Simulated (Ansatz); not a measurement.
# Every step of a relaxation of fcc Y (110), 2 layers

DFT, PBE, PAW with Ansatz's default frozen-core files, scalar-relativistic (Ansatz 0.2.0); a Γ-centred 9×7×1 k mesh, Fermi–Dirac smearing of 0.05 eV, no spin polarisation. The run relaxes the atoms in the fixed cell.

Command: `ansatz run input.yaml --threads 1 --pin off --max-ram 3584MiB --backend cpu --events-out ev --progress --plain --runs-dir out` It took 27 s on 1 thread of Arm Neoverse V2, with other jobs on the host, peak memory 0.45 GiB.

```yaml
crystal:
  lattice:
    - [3.5795110393, 0.0, 0.0]
    - [0.0, 5.0621930585, 0.0]
    - [0.0, 0.0, 17.7898]
  atoms:
    - { symbol: "Y", position: [0.25, 0.25, 0.4496971433] }
    - { symbol: "Y", position: [0.75, 0.75, 0.5503028567] }
kpoints:
  mp_grid: { grid: [9, 7, 1] }
scf:
  occupations: { method: fermi_dirac, width: 0.05 }
hamiltonian:
  xc: pbe
  pseudopotentials: { kind: paw }
output:
  forces: true
  stress: true
  eigenvalues: true
  write_density: true
  write_potential: true
  elf: true
  volumetric_format: npy
relax:
  f_tol: 0.01
  max_steps: 40
efield:
  axis: 3
  amplitude: 0
  dipole_correction: true
```

Each step lists its free energy a cell above the last geometry, and Cartesian positions (Å) with forces (eV/Å).

The first step:

```
step 1  dF = 20.10 meV
  Y 0.8949 1.2655 8.0000   0.0000 0.0000 0.2272
  Y 2.6846 3.7966 9.7898   0.0000 0.0000 -0.2272
```

The cell is 1×1, so reconstructions are forbidden, and in slabs of four or five layers the relaxations can be far larger than at a real surface.

Q: Where does the relaxation end, and by which steps?

A: After 3 geometries, with a shortest distance of 3.495 Å. The further steps:
```
step 2  dF = 0.80 meV
  Y 0.8949 1.2655 8.0690   0.0000 0.0000 0.0480
  Y 2.6846 3.7966 9.7208   0.0000 0.0000 -0.0480
step 3  dF = 0.00 meV
  Y 0.8949 1.2655 8.0881   0.0000 0.0000 -0.0065
  Y 2.6846 3.7966 9.7017   0.0000 0.0000 0.0065
step 4  dF = 0.00 meV  (same geometry, solved once more)
  Y 0.8949 1.2655 8.0881   0.0000 0.0000 -0.0065
  Y 2.6846 3.7966 9.7017   0.0000 0.0000 0.0065
```
